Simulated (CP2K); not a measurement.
# As under changes of volume

One of the cells (19.764 Å³/atom); the others are scaled copies at fixed shape and fractional positions:

```
As
1.0
     2.70368    0.00000    0.00000
     0.00000    2.70368    0.00000
     0.00000    0.00000    2.70368
As
1
Direct
  0.50000 0.50000 0.50000
```

This isn't the form of As at room conditions, which is rhombohedral.

* Program: CP2K 2026.2
* Functional: PBEsol
* Potentials or basis: POTENTIAL_UZH As GTH-PBE-q5; TZVP-MOLOPT-PBE-GTH basis
* Density cutoff: 6123 eV
* k mesh: 10 × 10 × 10
* Occupations: fermi-dirac, width 0.05 eV
* Spin: no spin polarisation

| volume (Å³/atom) | energy over the lowest point (meV/atom) | pressure (GPa) |
| --- | --- | --- |
| 18.578 | 30.16 | 7.5 |
| 18.973 | 14.81 | 5.1 |
| 19.368 | 5.04 | 2.9 |
| 19.764 | 0.26 | 1.0 |
| 20.159 | 0.00 | -0.8 |
| 20.554 | ? | ? |
| 20.949 | 11.45 | -3.8 |

What does the run at 20.554 Å³/atom give?

Energy over the lowest point 3.85 meV/atom; pressure -2.4 GPa.

Worked out: A Birch-Murnaghan fit of order 3 (a polynomial in V^(-2/3)) to the other rows has its minimum at 19.98 Å³/atom with B0 = V·E''(V) = 88 GPa and B' = 4.1. It gives 3.87 meV/atom at 20.554 Å³/atom, against the run's 3.85, and -dE/dV = -2.3 GPa, against -2.4.

Energies are extrapolated to zero smearing.

Caveats: the potentials were made for another functional, which shifts forces and pressure; the basis of atomic orbitals isn't converged, which shifts pressures, moduli and gaps.
